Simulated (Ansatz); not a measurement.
# How TiO$_{2}$ stores the work of compression

Method: DFT PBE, scalar-relativistic, plane waves, PAW (Ansatz). Run with 420 eV cutoff, 6×6×10 k-mesh, Gaussian smearing of 0.02 eV, no spin polarisation.

Reference structure (relaxed):

```xyz
6
Lattice="4.6433 0.0000 0.0000 0.0000 4.6433 0.0000 0.0000 0.0000 2.9639" Properties=species:S:1:pos:R:3 pbc="T T T"
Ti    2.3217    2.3217    0.0000
Ti    0.0000    0.0000    1.4819
O     3.2265    3.2265    1.4819
O     3.7385    0.9049    0.0000
O     0.9049    3.7385    0.0000
O     1.4168    1.4168    1.4819
```

Cell and atoms were relaxed at each target pressure within the start's symmetry (P4_2/mnm), at zero temperature; other phases can be more stable under pressure. H = E + PV with P the target; E is the free energy at the smearing used, whose derivative the pressure is, per atom and counted from zero pressure.

```tsv
P (GPa)	V (Å³/atom)	E − E0 (meV)	H − H0 (meV)
0	10.650	0.0	0.0
2	10.549	0.6	132.3
5	10.407	3.7	328.5
10	10.193	13.7	649.9
20	9.829	47.4	1274.4
40	9.264	151.5	2464.4
```

Task: Thermodynamics gives dH/dP = V along a relaxed path. Integrate V over P by the trapezoid rule and compare with the computed enthalpies.

Result: With 1 eV/Å³ = 160.22 GPa, each step adds the mean volume times ΔP / 160.22:
| P (GPa) | ∫V dP (meV) | H − H0 (meV) | difference (meV) |
| --- | --- | --- | --- |
| 2 | 132.3 | 132.3 | 0.0 |
| 5 | 328.5 | 328.5 | 0.0 |
| 10 | 649.9 | 649.9 | 0.1 |
| 20 | 1274.8 | 1274.4 | 0.4 |
| 40 | 2466.5 | 2464.4 | 2.1 |

V(P) curves upward, so the trapezoid rule runs high; integrating a smooth curve through the same points puts that excess at about 2.3 meV at 40 GPa, against the 2.1 meV found.

Task: At 40 GPa, how much of the enthalpy change is stored energy and how much is the PV term?

Result: E rises by 151 meV/atom and PV is 40 × 9.264 / 160.22 = 2313 meV/atom, so PV makes 94 % of ΔH. So between rival structures at high pressure a small difference in volume can outweigh the difference in energy: 1 % of this volume is worth 23.1 meV/atom at this pressure.

Task: What bulk modulus do the lowest pressures give, and how is the compression shared among the axes?

Result: From the pressures that the runs reached, -2.00 GPa (10.760 Å³) and 2.00 GPa (10.549 Å³), B = −ΔP/Δln V = 4.00 / 0.0198 = 202 GPa, a mean over that range. The linear compressibilities −Δln(length)/ΔP are 2.06 along a, 2.06 along b, 0.82 along c (in TPa⁻¹). With fixed angles they add up to 1/B: 4.95 against 4.95. Softest: a and b, at 42 % of the volume change per axis.

Task: The gap is 1.858 eV at -2.00 GPa and 1.864 eV at 2.00 GPa. What pressure coefficient and volume deformation potential follow?

Result: dE_g/dP = 1.5 meV/GPa, and a_V = dE_g/d ln V = −B dE_g/dP = -0.30 eV. A gap that closes or barely moves under pressure is usual where the conduction edge lies away from the zone centre, has d character, or where the bands broaden faster than they shift. If the edges move to other points of the zone within the range, this is a mean of two slopes. Gaps are Kohn–Sham gaps over the whole zone.